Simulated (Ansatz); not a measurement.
One element of this relaxed crystal is hidden as X:

```
cell (Å)
  3.827 0.000 0.000
  0.000 3.827 0.000
  0.000 0.000 3.827
  Cu 0.5000 0.0000 0.0000
  Cu 0.0000 0.5000 0.0000
  Cu 0.0000 0.0000 0.5000
  X 0.0000 0.0000 0.0000
```

All-electron LAPW in Ansatz 0.2.0 under PBE, scalar-relativistic and without spin polarisation, finds it within 0.05 GPa of zero pressure, with a formation energy of 0.30 eV/atom from the elements, a gap of 0.21 eV. The structure needn't be the ground state.

Task: Which element is X?

Result: N, which makes the crystal Cu₃N. Neighbours weren't tried against these numbers.
